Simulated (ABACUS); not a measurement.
**KBr under changes of volume**

One of the cells (33.055 Å³/atom); the others are scaled copies at fixed shape and fractional positions:

```
CELL_PARAMETERS angstrom
4.04350 0.00000 0.00000
0.00000 4.04350 0.00000
0.00000 0.00000 4.04350
ATOMIC_POSITIONS crystal
Br 0.50000 0.50000 0.50000
K 0.00000 0.00000 0.00000
```

Measurements of this composition are mostly on another form, of space group No. 225.

```yaml
Program: ABACUS 3.10.1
Functional: PBE
Potentials_or_basis: PseudoDojo NC SR 0.4.1 PBE standard
Cutoff: 1361 eV
Density_cutoff: 5442 eV
Basis: TZDP LCAO (the cutoffs set its grid)
k_mesh: 7 × 7 × 7
Occupations: fermi-dirac, width 0.05 eV
Spin: no spin polarisation
```

| volume (Å³/atom) | energy over the lowest point (meV/atom) | pressure (GPa) | gap on the mesh (eV) |
| --- | --- | --- | --- |
| 31.072 | 6.16 | 1.1 | 4.09 |
| 31.733 | ? | ? | ? |
| 32.394 | 0.56 | 0.3 | 3.95 |
| 33.055 | 0.00 | 0.0 | 3.89 |
| 33.716 | 0.74 | -0.3 | 3.83 |
| 34.378 | 2.61 | -0.6 | 3.77 |
| 35.039 | 5.50 | -0.8 | 3.72 |

What does the run at 31.733 Å³/atom give?

Energy over the lowest point 2.55 meV/atom; pressure 0.7 GPa; gap on the mesh 4.02 eV.

Worked out: A Birch-Murnaghan fit of order 3 (a polynomial in V^(-2/3)) to the other rows has its minimum at 33.00 Å³/atom with B0 = V·E''(V) = 15.7 GPa and B' = 4.8. It gives 2.55 meV/atom at 31.733 Å³/atom, against the run's 2.55, and -dE/dV = 0.7 GPa, against 0.7. A straight line through the other rows of the gap, of slope -3.08 eV per unit of ln V, gives 4.02 eV, against the run's 4.02.

Energies are extrapolated to zero smearing.

Caveats: the atomic orbitals were generated for these runs and aren't a published set; the orbitals of K, Rb and Cs are too short, which can make volumes 7 to 10 % small; an odd mesh through Γ misses points on the zone boundary, where band edges often lie; the basis of atomic orbitals isn't converged, which shifts pressures, moduli and gaps. Spin-orbit coupling on Br is left out.
